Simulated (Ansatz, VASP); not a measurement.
# In2Sb in VASP and in Ansatz

The input INCAR:

```
  PREC = Accurate
  ENCUT = 520
  EDIFF = 1E-7
  ISMEAR = 0
  SIGMA = 0.15
  LREAL = F
  LASPH = T
  NELM = 80
  ALGO = Fast
  ISIF = 2
  LWAVE = F
  LCHARG = F
  GGA = PS
  NBANDS = 40
```

The input KPOINTS:

```
Automatic mesh
0
Gamma
  6 6 6
```

File POSCAR:

```
In2Sb
1.0
    5.3333334887      0.0000000000      0.0000000000
   -2.6666667443      4.6188022881      0.0000000000
    0.0000000000      0.0000000000      6.3928489970
In Sb
4 2
Direct
    0.6666666667      0.3333333333      0.2500000000
    0.3333333333      0.6666666667      0.7500000000
    0.0000000000      0.0000000000      0.5000000000
    0.0000000000      0.0000000000      0.0000000000
    0.6666666667      0.3333333333      0.7500000000
    0.3333333333      0.6666666667      0.2500000000
```

Input for Ansatz:

```yaml
crystal:
  lattice:
    - [5.3333334887, 0.0, 0.0]
    - [-2.6666667443, 4.6188022881, 0.0]
    - [0.0, 0.0, 6.392848997]
  atoms:
    - { symbol: In, position: [0.6666666667, 0.3333333333, 0.25] }
    - { symbol: In, position: [0.3333333333, 0.6666666667, 0.75] }
    - { symbol: In, position: [0.0, 0.0, 0.5] }
    - { symbol: In, position: [0.0, 0.0, 0.0] }
    - { symbol: Sb, position: [0.6666666667, 0.3333333333, 0.75] }
    - { symbol: Sb, position: [0.3333333333, 0.6666666667, 0.25] }
basis:
  ecutwfc: 420
kpoints:
  mp_grid: { grid: [6, 6, 6] }
hamiltonian:
  xc: pbesol
scf:
  occupations: { method: gaussian, width: 0.15 }
output:
  forces: true
  stress: true
  eigenvalues: true
```

The cell comes from a database or a generator and needn't be the stable form of this composition.

Alike in both runs: task single point; functional PBEsol; k mesh 6 × 6 × 6; occupations gaussian, width 0.15 eV; no spin polarisation.

```csv
,VASP,Ansatz
version,VASP 6.6.1,Ansatz 0.2.0
potentials or method,"VASP PAW PBE potentials, release 64 (In_d, Sb)","scalar-relativistic, plane waves, PAW"
plane-wave cutoff (eV),520,420
valence electrons in the cell,62,82
```

Ansatz gave:

```
gap on the k mesh at the Fermi level (eV)       : none
pressure (GPa)                                  : 0.1
largest component of the traceless stress (GPa) : 0.18
```

Problem. Which values does VASP return?

Solution. gap on the k mesh at the Fermi level (eV): none; pressure (GPa): 0.1; largest component of the traceless stress (GPa): 0.19.

A gap of «none» marks a metal or a gap that the smearing closes. The two sets of potentials don't hold the same shells in valence.

Caveats: the PAW data sets were made with another functional, which shifts forces and pressure a little (VASP). The runs have no spin-orbit coupling, so splittings on Sb are missing.
